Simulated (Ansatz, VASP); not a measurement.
# Two plane-wave programs on Ag

Contents of INCAR:

```
PREC = Accurate
ENCUT = 520
EDIFF = 1E-6
ISMEAR = -1
SIGMA = 0.05
LREAL = F
LASPH = T
NELM = 100
ALGO = Fast
ISIF = 2
LWAVE = F
LCHARG = F
GGA = PE
NBANDS = 12
```

KPOINTS

```
regular mesh
0
Gamma
  9 9 9
```

Contents of POSCAR:

```
Ag
1.0
    0.0000000000      2.0427500000      2.1244600000
    2.0427500000      0.0000000000      2.1244600000
    2.0427500000      2.0427500000      0.0000000000
Ag
1
Direct
    0.0000000000      0.0000000000      0.0000000000
```

Contents of input.yaml:

```yaml
crystal:
  lattice:
    - [0.0, 2.04275, 2.12446]
    - [2.04275, 0.0, 2.12446]
    - [2.04275, 2.04275, 0.0]
  atoms:
    - { symbol: Ag, position: [0.0, 0.0, 0.0] }
hamiltonian:
  xc: pbe
  pseudopotentials: { kind: paw }
kpoints:
  mp_grid: { grid: [9, 9, 9] }
scf:
  occupations: { method: fermi_dirac, width: 0.05 }
output:
  forces: true
  stress: true
  eigenvalues: true
```

Alike in both runs: task single point; functional PBE; k mesh 9 × 9 × 9; occupations fermi-dirac, width 0.05 eV; no spin polarisation.

```csv
,VASP,Ansatz
version,VASP 6.6.1,Ansatz 0.2.0
potentials or method,"VASP PAW PBE potentials, release 64 (Ag)",Ansatz PAW
plane-wave cutoff (eV),520,420
valence electrons in the cell,11,19
```

|  | VASP | Ansatz | Ansatz less VASP |
| --- | --- | --- | --- |
| gap on the k mesh at the Fermi level (eV) | none | none | - |
| pressure (GPa) | 0.4 | 0.4 | +0.06 |
| largest component of the traceless stress (GPa) | 1.99 | 1.99 | +0.007 |

A gap of «none» marks a metal or a gap that the smearing closes. The two sets of potentials don't hold the same shells in valence.
